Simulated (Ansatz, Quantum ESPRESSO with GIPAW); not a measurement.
# CaC2: working out the 43Ca quadrupolar coupling

A plane-wave PAW calculation (PBE, Ansatz) gives this electric field gradient, in 10²¹ V/m² and Cartesian axes, at one Ca site of CaC2 (atom 1; CaC8; site symmetry mmm):

```
     -1.4316        0.0000        0.0000
      0.0000        0.9677        0.0000
      0.0000        0.0000        0.4640
```

43Ca has spin 7/2, Q = -0.0408 barn and |γ|/2π = 2.8689 MHz/T. The cell is the Immm form of a database entry, atoms relaxed, static and at 0 K. 

**Task.** Find C_Q, η_Q and ν_Q, and the shift and width of the central transition under fast MAS at 11.7 T and 18.8 T.

1. The tensor is symmetric and traceless. Its eigenvalues, ordered by size, are V_xx = 0.4640, V_yy = 0.9677 and V_zz = -1.4316.

2. η_Q = (V_xx − V_yy)/V_zz = 0.352.

3. C_Q = eQV_zz/h. One unit of 10²¹ V/m² with one barn gives 24.18 MHz, so C_Q = 24.18 × −0.0408 × −1.4316 = 1.412 MHz. A spectrum shows its size, not its sign.

4. ν_Q = 3C_Q/[2I(2I−1)] = 0.101 MHz in size, and P_Q = |C_Q|√(1 + η²/3) = 1.441 MHz.

5. The resonances lie at ν0 = 33.57 and 53.94 MHz, so ν_Q/ν0 is 0.003 at most and second order holds. The centre of gravity moves by δ_Q = −(3/40)(P_Q/ν0)² F × 10⁶ ppm, with F = [I(I+1) − 3/4]/[I²(2I−1)²] = 0.03401: -4.70 ppm at 11.7 T and -1.82 ppm at 18.8 T.

6. Summing the second-order term over orientations gives a full width of 10.8 ppm (0.36 kHz) and 4.20 ppm (0.23 kHz). In ppm both fall as 1/B²: (11.7/18.8)² = 0.387. The spinning rate must pass the static width for this shape to show cleanly.

[Banner, clock, file and message-heading lines were taken out of the pw.x and gipaw.x logs.]

[Logs are printed without paths, hosts, clocks, repeated set-up lines and the standing remarks that a program may print on its own settings, such as how far it seeks lower states.]

[Hosts, paths, dates, database ids (printed as entryN), source tags and the programs' standing remarks are cut or masked in the printed files.]
